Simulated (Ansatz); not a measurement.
## Mo: stationary points along a deformation path

Theory: Ansatz, DFT r2SCAN, scalar-relativistic, plane waves, PAW. The runs took a 500 eV cutoff, a Γ-centred 22×22×22 mesh and Gaussian smearing (0.15 eV). No spin polarisation. Energies are free energies at this smearing, counted from the undisturbed cell; pressure is positive in compression.

Zero of the scan (as given, not relaxed at this level; it stands at -7.4 GPa; this fcc form isn't the usual structure):

```
CELL_PARAMETERS angstrom
0.00000 2.01500 2.01500
2.01500 0.00000 2.01500
2.01500 2.01500 0.00000
ATOMIC_POSITIONS crystal
Mo 0.00000 0.00000 0.00000
```

At fixed volume and fractional coordinates, lengths along (0.000, 0.000, 1.000) are scaled against those across it; ρ is that ratio over its starting value. V = 16.363 Å³/atom. Δσ is the stress along the axis less the mean stress across it (compression positive).

```csv
ρ,ΔE (meV/atom),Δσ (GPa),space group
0.707,-467.3,0.05,Im-3m
0.780,-376.9,-25.35,I4/mmm
0.850,-200.2,-30.84,I4/mmm
0.920,-59.5,-20.02,I4/mmm
1.000,0.0,0.00,Fm-3m
1.100,-54.2,12.66,I4/mmm
1.200,-119.8,9.09,I4/mmm
1.300,-132.0,-7.20,I4/mmm
1.414,-20.6,-32.74,I4/mmm
```

How does the stress give the slope of the energy, and where is the energy stationary?

Along the path d ln(length) is 2/3 d ln ρ on the axis and −1/3 d ln ρ across it, so dE/d ln ρ = −(2/3) V Δσ: the energy falls with ρ where Δσ is positive. Δσ vanishes or changes sign at ρ = 0.707 (Im-3m, an end of the scan), at -467.3 meV/atom; at ρ = 1.000 (Fm-3m), a maximum at 0.0 meV/atom; between ρ = 1.200 and 1.300, a minimum (near 1.25 by linear interpolation). Pairs of stationary points between two samples would go unseen, and could change a minimum read from distant neighbours into a maximum. At ρ = 0.707, 1.000 the cell is cubic, where symmetry alone makes the stress isotropic and the slope zero.

Which shear constant sets the curvature at ρ = 1?

For a cubic crystal E/V = (2/3) C (ln ρ)² with C = C′ = (C11 − C12)/2, so Δσ = −2C ln ρ. The parabola of Δσ against ln ρ through ρ = 0.920, 1 and 1.100 gives C ≈ -95 GPa with the ions clamped, rough because the steps are large. It is the stress–strain coefficient at this cell's pressure of -7.4 GPa, not the zero-pressure constant. It is negative, so the cubic cell is unstable to this shear.

Integrate that slope from ρ = 1 to 1.300 by the trapezoid rule.

With V/N in Å³ and 1 eV/Å³ = 160.2 GPa the slopes at ρ = 1.000, 1.100, 1.200, 1.300 are 0, -862, -619, 490 meV/atom per unit of ln ρ. The steps add (-41.1) + (-64.4) + (-5.1) = -110.7 meV/atom, against -132.0 from the energies; the trapezoid rule misses the curvature of the slope within each step.

Is the start the lowest point of the path?

No: ρ = 0.707 lies 467.3 meV/atom lower, with no sampled rise above the start on the way. Volume and inner coordinates are held, so a relaxed structure there would lie lower still.

In a metal these slopes depend on the k mesh and the smearing.